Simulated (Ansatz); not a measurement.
**OsClF (1T monolayer (Janus)): converging the G0W0 gap**

Wanted: a G0W0 gap for OsClF (1T monolayer (Janus)) that is converged in bands and cutoff, or an estimate of the limit.

Main program and level: Ansatz 0.2.0; G0W0 on PBEsol, plane waves, PAW.

**1. Set-up**

The cell holds 3 atoms: 1 Os, 1 F and 1 Cl. Its edges and angles: a = 3.437 Å, b = 3.437 Å, c = 27.400 Å, α = 90.0°, β = 90.0°, γ = 120.0°. Vacuum lies along c.

The structure was relaxed with PBEsol. The runs that relaxed it are not among those shown. Spin-orbit coupling is left out unless a step names it. The default PAW set here is soft_2. Its files were made with PBE. The Coulomb interaction is cut off across the vacuum.

**2. 61 empty bands, screening to 21 eV**

Now the one-shot GW correction: screening in the RPA, then the self-energy of the levels asked for.

Contents of input.yaml:

```yaml
crystal:
  lattice:
    - [3.436665523, 0.0, 0.0]
    - [-1.7183327615, 2.9762396473, 0.0]
    - [0.0, 0.0, 27.4]
  atoms:
    - { symbol: Os, position: [0.0, 0.0, 0.4997844686] }
    - { symbol: F, position: [0.3333333333, 0.6666666667, 0.5383268883] }
    - { symbol: Cl, position: [0.6666666667, 0.3333333333, 0.4616731117] }
  periodic: [true, true, false]
kpoints:
  mp_grid: { grid: [6, 6, 1] }
hamiltonian:
  xc: pbesol
scf:
  occupations: { method: fixed }
gw:
  n_empty_bands: 61
  ecut_chi: 21.0
  qp_bands: [v2, c2]
  qp_kpoints: band_edges
  screening: { model: contour_deformation }
```

The run is started by

```
$ ansatz run input.yaml --threads 8 --pin off --max-ram 13824MiB --backend cpu --events-out ev --progress --plain --runs-dir out
```

Numbers of over 12 decimals in the logs are rounded to 6 here.

The program printed:

```text
Engine: ansatz 0.2.0, aarch64-unknown-linux-gnu
Pseudopotentials: kind: paw
Pseudopotential: Os, paw, valence charge 16, recommended cutoff 420 eV (normal), Os.paw.azcp
Pseudopotential: F, paw, valence charge 7, recommended cutoff 420 eV (normal), F.paw.azcp
Pseudopotential: Cl, paw, valence charge 7, recommended cutoff 420 eV (normal), Cl.paw.azcp
Functional definition: PBEsol
  exchange = pbesol_x
  correlation = pbesol_c
Crystal: 3 atoms, lattice volume = 280.257 Å³
Basis set: ecut = 420 eV, 5431 PW (Γ)
Bands: 19, of which v1, the nominal top of the filled ones, is band 15 counted from 1 (14 counted from 0)
Symmetry: 6 space group operations
Space group: P3m1 (ITA 156), of the structure as read, at distance tolerance 6.5e-5 Å
k-points: 7 of 36 (time reversal used)
Non-local potential: Os, projectors of the file, l = 0: 3, l = 1: 2, l = 2: 2, l = 3: 1
Non-local potential: F, projectors of the file, l = 0: 2, l = 1: 2, l = 2: 1
Non-local potential: Cl, projectors of the file, l = 0: 2, l = 1: 2, l = 2: 2
PAW form: soft (Blöchl's): semilocal exchange-correlation on the pseudo side does not see the compensation charge
PAW frozen core: Os, regenerated for the run's functional, and the local potential with it (the file was generated under x = pbe(κ = 0.804, μ = 0.219515), c = pbe(β = 0.066725))
PAW frozen core: F, regenerated for the run's functional, and the local potential with it (the file was generated under x = pbe(κ = 0.804, μ = 0.219515), c = pbe(β = 0.066725))
PAW frozen core: Cl, regenerated for the run's functional, and the local potential with it (the file was generated under x = pbe(κ = 0.804, μ = 0.219515), c = pbe(β = 0.066725))
PAW one-centre angular grid: Os, 590 points (default); XC on 64 Gauss nodes
PAW one-centre angular grid: F, 110 points (default); XC on 64 Gauss nodes
PAW one-centre angular grid: Cl, 110 points (default); XC on 64 Gauss nodes
Initial density: superposition of atomic densities (neutral atoms: chi_scale 0, normalization atom), corrected by the library's trained network
Initial wavefunctions: pseudopotential atomic-orbital guess
Functional: x = pbesol(κ = 0.804, μ = 0.123457), c = pbesol(β = 0.046)
SCF iter   1: F=—  HF=-13109.785636 eV  |F-HF|=—  |Δ(HF+E_count)|=         —  Δρ=5.45e-3  dr2=1.11e-1  ethr=1.77e-3  ⟨swp⟩=7.9  Hψ=869  notcnv=0  defer=14
preconditioner: auto → none  [insulator: Δε(μ)=1.353 eV  Ē_g=9.645 eV  n_scr=16 (ndim 8)  ℏωp=9.9 eV  f_vac=0.810  ε∞_Penn≈2.1]
SCF iter   2: F=—  HF=-13109.798904 eV  |F-HF|=—  |Δ(HF+E_count)|=   1.33e-2  Δρ=4.14e-3  dr2=2.30e-1  ethr=3.70e-4  ⟨swp⟩=4.7  Hψ=384  notcnv=0  defer=13
SCF iter   3: F=—  HF=-13109.766473 eV  |F-HF|=—  |Δ(HF+E_count)|=   3.24e-2  Δρ=1.82e-3  dr2=1.36e-2  ethr=3.70e-4  ⟨swp⟩=3.6  Hψ=219  notcnv=0  defer=14
SCF iter   4: F=—  HF=-13109.766128 eV  |F-HF|=—  |Δ(HF+E_count)|=   3.45e-4  Δρ=9.11e-4  dr2=1.37e-3  ethr=4.52e-5  ⟨swp⟩=3.4  Hψ=307  notcnv=0  defer=14
SCF iter   5: F=—  HF=-13109.766619 eV  |F-HF|=—  |Δ(HF+E_count)|=   4.90e-4  Δρ=3.18e-4  dr2=2.20e-4  ethr=4.58e-6  ⟨swp⟩=3.7  Hψ=317  notcnv=0  defer=14
SCF iter   6: F=—  HF=-13109.766723 eV  |F-HF|=—  |Δ(HF+E_count)|=   1.04e-4  Δρ=1.15e-4  dr2=2.63e-5  ethr=7.34e-7  ⟨swp⟩=2.9  Hψ=240  notcnv=0  defer=14
SCF iter   7: F=—  HF=-13109.766769 eV  |F-HF|=—  |Δ(HF+E_count)|=   4.61e-5  Δρ=2.94e-5  dr2=1.48e-6  ethr=8.76e-8  ⟨swp⟩=3.7  Hψ=307  notcnv=0  defer=14
SCF iter   8: F=—  HF=-13109.766772 eV  |F-HF|=—  |Δ(HF+E_count)|=   3.15e-6  Δρ=1.03e-5  dr2=2.37e-7  ethr=4.93e-9  ⟨swp⟩=3.4  Hψ=291  notcnv=0  defer=14
SCF iter   9: F=-13109.766772 eV  HF=-13109.766772 eV  |F-HF|=5.31e-9  |Δ(HF+E_count)|=   6.03e-8  Δρ=2.98e-6  dr2=1.61e-8  ethr=3.33e-10  ⟨swp⟩=15.4  Hψ=731  notcnv=0
SCF 1 converged in 9 iterations: F = -13109.766772 eV  dr2 = 1.61e-8
  greatest PAW one-centre occupation: 1.000 electrons in one spin orbital (limit 2), on the Os atom at site 0 (counted from 0), in its partial waves of l = 0
NSCF: frozen V_eff on 7 k-points
G₀W₀ screening: q 1/7
[... further progress lines ...]
SCF converged after 9 iterations
Free energy (F): -13109.766772 eV
Harris-Foulkes:  -13109.766772 eV  (|F-HF|=5.31e-9)
Internal energy: -13109.766772 eV  (E = F + TS)
E sigma→0 (E₀):  -13109.766772 eV
Fermi energy:    -4.882453 eV
--- Per-component energies (eV) ---
  E_band       = -755.633825
  E_kinetic    = 936.967563
  E_local      = -48730.693980  (includes V_loc(G=0)·N_el)
  E_nonlocal   = 104.223148
  E_hartree    = 23857.634430
  E_xc         = -448.608269
  E_vxc        = -504.917941  (∫ρ·V_xc dr)
  E_paw        = -9716.159798  (= ΣΔE_a)
  E_vpaw       = -276.482067  (= ΣTr[D̂ρ^β])
  E_aug_tail   = 0.002090  (compensation charges beyond the density's cutoff)
  E_ewald      = 20886.499234
  E_core_change = 0.368808  (= ΣΔE_core)
  E_smearing   = -0.000000  (= −TS)
  E_closure    = 0.000000  (closes the sum)
  Σ components = -13109.766772   (vs F -13109.766772, Δ=0.00e0)
--- Band table (eV; the first three rows and the last of 7) ---
  k-point 0: bands = [... 11 lower, -9.8816, -6.3363, -6.3363, -4.9457, -2.2989 (-2.2989°), -2.2989 (-2.2989°), -2.1505, -0.7908]
  k-point 1: bands = [... 11 lower, -9.7136, -6.2785, -5.9646, -4.8825, -3.0112, -2.4101, -1.4150, -0.2703]
  k-point 2: bands = [... 11 lower, -9.8186, -6.1912, -5.4334, -5.2258, -3.3374, -2.5144, 0.2198, 0.3939]
  k-point 6: bands = [... 11 lower, -10.5762, -5.8721, -5.6768, -5.2241, -3.2443, -2.4930, 1.0357, 2.2162]
  ° read free of the cell's end (the report's vacuum.weakly_bound_levels)
--- G₀W₀: contour deformation, 7 samples at zero and on the imaginary axis and 2 off it, 36 q-points, 61 empty bands' worth ---
  eigenvalues of the whole cell's RPA ε∞ on this k-mesh (on a slab, of 1 + 4πα/V) = 1.1146, 3.0931, 3.0931; static W/v taken at q = 0 is 0.541837
  bands read: the sum over 76 bands ends inside a degenerate multiplet in 1 slot, whose members it reads at an even weight; the widest, k=0: bands 76 to 77 (counted from 1) at 1/2 each
  gw.qp_kpoints: band_edges: 7 of 7 stored k-points solved, in 1 pass; an edge of the gap read off the rows below is read off those points alone
  `?` marks the rows in doubt; gw_qp.tsv's column doubts and the gw_qp event give each row's grounds
    ik  band        ε_KS         Σx   Σc(E_QP)       V_xc       Z   E_QP_lin       E_QP  E_QP is
     0    14     -6.3363   -25.1342     3.8921   -21.5414  0.6172    -6.0459    -6.0370  root
     0    15     -4.9457   -23.2486     3.1529   -20.1834  0.6753    -4.8585    -4.8580  root
     0    16     -2.2989   -17.7188    -4.2457   -23.2401  0.6512    -0.8276    -1.0234  root ?
     0    17     -2.2989   -17.7188    -4.2457   -23.2401  0.6512    -0.8276    -1.0234  root ?
     1    14     -5.9646   -25.8355     3.8622   -22.1806  0.6444    -5.7605    -5.7573  root
     1    15     -4.8825   -25.1991     3.4363   -21.8348  0.6774    -4.8107    -4.8104  root
     1    16     -3.0112   -15.3231    -3.7099   -20.2693  0.6961    -1.6146    -1.7749  root ?
     1    17     -2.4101   -17.6333    -4.2691   -23.2056  0.6572    -0.8945    -1.1069  root ?
     2    14     -5.4334   -26.5922     3.7720   -23.0287  0.6655    -5.2274    -5.2248  root
     2    15     -5.2258   -25.9297     3.4735   -22.6102  0.6653    -5.0732    -5.0717  root
     2    16     -3.3374   -16.9039    -3.4845   -21.6302  0.6940    -1.9354    -2.0956  root ?
     2    17     -2.5144   -18.0075    -4.2431   -23.5637  0.6586    -0.9903    -1.2014  root ?
     3    14     -5.3727   -26.1201     3.9009   -22.4436  0.6563    -5.1516    -5.1484  root
     3    15     -5.2580   -26.7022     3.6832   -23.3134  0.6691    -4.9684    -4.9636  root
     3    16     -3.4589   -18.1468    -3.9334   -23.3615  0.6881    -1.9998    -2.1776  root ?
     3    17     -2.5043   -18.5131    -4.1593   -23.9500  0.6552    -1.0314    -1.2267  root ?
     4    14     -5.6728   -25.4462     3.7366   -21.9136  0.6572    -5.4715    -5.4688  root
     4    15     -5.0999   -26.0089     3.4834   -22.6616  0.6705    -4.9649    -4.9638  root
     4    16     -3.3399   -16.1583    -3.7939   -21.2442  0.6953    -1.8591    -2.0478  root ?
     4    17     -2.6717   -16.7022    -3.9166   -21.8762  0.6780    -1.2285    -1.4143  root ?
     5    14     -5.4579   -25.7341     3.5402   -22.3715  0.6627    -5.2824    -5.2804  root
     5    15     -5.3106   -26.2613     3.6957   -22.8125  0.6671    -5.0672    -5.0637  root
     5    16     -3.4381   -17.7489    -3.6934   -22.7305  0.6891    -1.9699    -2.1498  root ?
     5    17     -2.5424   -18.2871    -4.1989   -23.7586  0.6590    -1.0727    -1.2699  root ?
     6    14     -5.6768   -25.8148     3.0709   -22.8936  0.6699    -5.5285    -5.5271  root
     6    15     -5.2241   -26.3244     3.7120   -22.6859  0.6755    -5.1509    -5.1506  root
     6    16     -3.2443   -18.1386    -3.2960   -22.6788  0.6833    -1.8249    -2.0001  root ?
     6    17     -2.4930   -19.1533    -4.5727   -25.0378  0.6473    -0.9682    -1.1813  root ?
```

Run time: 13 s. Hardware: 8 threads of Arm Neoverse N1, shared host; peak memory 0.95 GiB.

The column dr2 measures how far the density is from self-consistency, as an energy; F and HF (Harris–Foulkes) agree once it is small.

Numbers from this step:

```
bands summed                                 : 76
plane waves in the screening matrix          : 75
q-points in the mesh                         : 36
G0W0 gap on the mesh                         : 2.633 eV
k of the valence top                         : 0, 0.1667, 0
k of the conduction bottom                   : 0, -0.5, 0
starting gap on the mesh                     : 1.424 eV
Z at the valence top                         : 0.6774
Z at the conduction bottom                   : 0.6881
least direct G0W0 gap on the computed points : 2.786 eV
```

The gap on the mesh goes from 1.42 eV to 2.63 eV, a correction of +1.21 eV. The program marks an edge row as in doubt. Between the two edge states, bare exchange in place of the xc potential would open the gap by 8.58 eV, and correlation takes back 7.37 eV.

**3. 173 empty bands, screening to 42 eV**

Another rung: the empty bands reach about as high as the screening cutoff, so the two stay in balance.

Edit input.yaml of step 2 so:

```diff
@@ -17,4 +17,4 @@
 gw:
-  n_empty_bands: 61
-  ecut_chi: 21.0
+  n_empty_bands: 173
+  ecut_chi: 42.0
   qp_bands: [v2, c2]
```

The program printed:

```text
[...]
Crystal: 3 atoms, lattice volume = 280.257 Å³
Basis set: ecut = 420 eV, 5431 PW (Γ)
Bands: 19, of which v1, the nominal top of the filled ones, is band 15 counted from 1 (14 counted from 0)
Symmetry: 6 space group operations
[...]
k-points: 7 of 36 (time reversal used)
[...]
SCF iter   1: F=—  HF=-13109.785636 eV  |F-HF|=—  |Δ(HF+E_count)|=         —  Δρ=5.45e-3  dr2=1.11e-1  ethr=1.77e-3  ⟨swp⟩=7.9  Hψ=869  notcnv=0  defer=14
[...]
SCF iter   9: F=-13109.766772 eV  HF=-13109.766772 eV  |F-HF|=5.31e-9  |Δ(HF+E_count)|=   6.03e-8  Δρ=2.98e-6  dr2=1.61e-8  ethr=3.33e-10  ⟨swp⟩=15.4  Hψ=731  notcnv=0
SCF 1 converged in 9 iterations: F = -13109.766772 eV  dr2 = 1.61e-8
[...]
NSCF: frozen V_eff on 7 k-points
G₀W₀ screening: q 1/7
[... further progress lines ...]
SCF converged after 9 iterations
Free energy (F): -13109.766772 eV
[...]
Internal energy: -13109.766772 eV  (E = F + TS)
E sigma→0 (E₀):  -13109.766772 eV
Fermi energy:    -4.882453 eV
[...]
--- Band table (eV; the first three rows and the last of 7) ---
  k-point 0: bands = [... 11 lower, -9.8816, -6.3363, -6.3363, -4.9457, -2.2989 (-2.2989°), -2.2989 (-2.2989°), -2.1505, -0.7908]
  k-point 1: bands = [... 11 lower, -9.7136, -6.2785, -5.9646, -4.8825, -3.0112, -2.4101, -1.4150, -0.2703]
  k-point 2: bands = [... 11 lower, -9.8186, -6.1912, -5.4334, -5.2258, -3.3374, -2.5144, 0.2198, 0.3939]
  k-point 6: bands = [... 11 lower, -10.5762, -5.8721, -5.6768, -5.2241, -3.2443, -2.4930, 1.0357, 2.2162]
  ° read free of the cell's end (the report's vacuum.weakly_bound_levels)
[...]
0    14     -6.3363   -25.1342     3.7058   -21.5414  0.6075    -6.2247    -6.2233  root
     0    15     -4.9457   -23.2486     3.0060   -20.1834  0.6658    -5.0050    -5.0048  root
     0    16     -2.2989   -17.7188    -4.4654   -23.2401  0.6403    -1.1278    -1.2432  root ?
     0    17     -2.2989   -17.7188    -4.4654   -23.2401  0.6403    -1.1278    -1.2432  root ?
     1    14     -5.9646   -25.8355     3.7157   -22.1806  0.6349    -5.9041    -5.9038  root
     1    15     -4.8825   -25.1991     3.3234   -21.8348  0.6672    -4.9234    -4.9233  root
     1    16     -3.0112   -15.3231    -3.9462   -20.2693  0.6877    -1.9166    -2.0113  root
     1    17     -2.4101   -17.6333    -4.5041   -23.2056  0.6467    -1.2162    -1.3418  root ?
     2    14     -5.4334   -26.5922     3.6257   -23.0287  0.6566    -5.3714    -5.3711  root
     2    15     -5.2258   -25.9297     3.3488   -22.6102  0.6556    -5.1966    -5.1965  root
     2    16     -3.3374   -16.9039    -3.7093   -21.6302  0.6860    -2.2352    -2.3203  root
     2    17     -2.5144   -18.0075    -4.4854   -23.5637  0.6488    -1.3140    -1.4437  root ?
[...]
3    17     -2.5043   -18.5131    -4.3855   -23.9500  0.6455    -1.3272    -1.4529  root ?
[...]
4    17     -2.6717   -16.7022    -4.1452   -21.8762  0.6692    -1.5316    -1.6429  root ?
[...]
5    16     -3.4381   -17.7489    -3.9212   -22.7305  0.6806    -2.2820    -2.3776  root
     5    17     -2.5424   -18.2871    -4.4314   -23.7586  0.6503    -1.3786    -1.5023  root ?
     6    14     -5.6768   -25.8148     2.9651   -22.8936  0.6604    -5.6330    -5.6328  root
     6    15     -5.2241   -26.3244     3.6175   -22.6859  0.6657    -5.2451    -5.2451  root
     6    16     -3.2443   -18.1386    -3.5101   -22.6788  0.6748    -2.1174    -2.2142  root
     6    17     -2.4930   -19.1533    -4.8252   -25.0378  0.6391    -1.3019    -1.4338  root ?
```

Wall time 36 s (8 threads); peak memory 2.1 GiB; 4.3 min of CPU time.

Numbers from this step:

```
bands summed                                 : 188
plane waves in the screening matrix          : 167
q-points in the mesh                         : 36
G0W0 gap on the mesh                         : 2.525 eV
k of the valence top                         : 0, 0.1667, 0
k of the conduction bottom                   : 0, -0.5, 0
starting gap on the mesh                     : 1.424 eV
Z at the valence top                         : 0.6672
Z at the conduction bottom                   : 0.6796
least direct G0W0 gap on the computed points : 2.753 eV
```

Against the run with 6×6×1 mesh, 61 empty bands, screening to 21 eV, the gap moves by −0.11 eV.

**4. 372 empty bands, screening to 70 eV**

Edit input.yaml of step 3 so:

```diff
@@ -16,5 +16,6 @@
   occupations: { method: fixed }
+  convergence: { dr2_threshold: 1.0e-10 }
 gw:
-  n_empty_bands: 173
-  ecut_chi: 42.0
+  n_empty_bands: 372
+  ecut_chi: 70.0
   qp_bands: [v2, c2]
```

The program printed:

```text
[...]
Crystal: 3 atoms, lattice volume = 280.257 Å³
Basis set: ecut = 420 eV, 5431 PW (Γ)
Bands: 19, of which v1, the nominal top of the filled ones, is band 15 counted from 1 (14 counted from 0)
Symmetry: 6 space group operations
[...]
k-points: 7 of 36 (time reversal used)
[...]
2    14     -5.4333   -26.5921     3.4319   -23.0287  0.6498    -5.5660    -5.5648  root
[...]
6    14     -5.6768   -25.8148     2.8178   -22.8936  0.6537    -5.7808    -5.7802  root
     6    15     -5.2241   -26.3244     3.4462   -22.6859  0.6592    -5.4187    -5.4164  root
     6    16     -3.2443   -18.1385    -3.6857   -22.6788  0.6695    -2.3317    -2.3898  root
     6    17     -2.4930   -19.1533    -4.9912   -25.0377  0.6340    -1.5085    -1.5997  root
[key lines of the parts left out:]
SCF converged after 11 iterations
Free energy (F): -13109.766772 eV
Fermi energy:    -4.882430 eV
```

It took 2.4 min on 8 threads; peak memory 4.9 GiB; 18 min of CPU time.

This step gave:

```yaml
bands_summed: 387
plane_waves_in_the_screening_matrix: 391
g0w0_gap_on_the_mesh: 2.551 eV
k_of_the_valence_top: 0, 0.1667, 0
k_of_the_conduction_bottom: 0, -0.5, 0
starting_gap_on_the_mesh: 1.424 eV
least_direct_g0w0_gap_on_the_computed_points: 2.800 eV
```

Against the run with 6×6×1 mesh, 173 empty bands, screening to 42 eV, the gap moves by +0.03 eV.

**5. 684 empty bands, screening to 105 eV**

Edit input.yaml of step 4 so:

```diff
@@ -16,6 +16,5 @@
   occupations: { method: fixed }
-  convergence: { dr2_threshold: 1.0e-10 }
 gw:
-  n_empty_bands: 372
-  ecut_chi: 70.0
+  n_empty_bands: 684
+  ecut_chi: 105.0
   qp_bands: [v2, c2]
```

The program printed:

```text
[...]
Crystal: 3 atoms, lattice volume = 280.257 Å³
Basis set: ecut = 420 eV, 5431 PW (Γ)
Bands: 19, of which v1, the nominal top of the filled ones, is band 15 counted from 1 (14 counted from 0)
Symmetry: 6 space group operations
[...]
k-points: 7 of 36 (time reversal used)
[...]
2    14     -5.4334   -26.5922     3.2899   -23.0287  0.6453    -5.7120    -5.7068  root
[...]
6    14     -5.6768   -25.8148     2.6913   -22.8936  0.6486    -5.9104    -5.9067  root
     6    15     -5.2241   -26.3244     3.3079   -22.6859  0.6549    -5.5618    -5.5547  root
     6    16     -3.2443   -18.1386    -3.8181   -22.6788  0.6654    -2.4838    -2.5222  root
     6    17     -2.4930   -19.1533    -5.1232   -25.0378  0.6294    -1.6713    -1.7317  root
[key lines of the parts left out:]
SCF converged after 9 iterations
Free energy (F): -13109.766772 eV
Fermi energy:    -4.882453 eV
```

It took 9.3 min on 8 threads; peak memory 11 GiB.

Numbers from this step:

* bands summed: 699
* plane waves in the screening matrix: 651
* G0W0 gap on the mesh: 2.569 eV
* k of the valence top: 0, 0.1667, 0
* k of the conduction bottom: 0.1667, 0.3333, 0
* starting gap on the mesh: 1.424 eV
* least direct G0W0 gap on the computed points: 2.818 eV

Against the run with 6×6×1 mesh, 372 empty bands, screening to 70 eV, the gap moves by +0.018 eV.

(Continued in part 2 of 2.)

[Paths, hosts, dates, memory and timing lines, banners, echoed tables and standing remarks are left out of the program output.]

[Logs are printed without paths, hosts, clocks, repeated set-up lines and the standing remarks that a program may print on its own settings, such as how far it seeks lower states.]

[Runs of the session that timed out or met a known fault of the program may be left out.]

[Cells called generated may have been cut or substituted from an entry of the Crystallography Open Database or the Materials Project.]

[Hosts, paths, dates, database ids (printed as entryN), source tags and the programs' standing remarks are cut or masked in the printed files.]
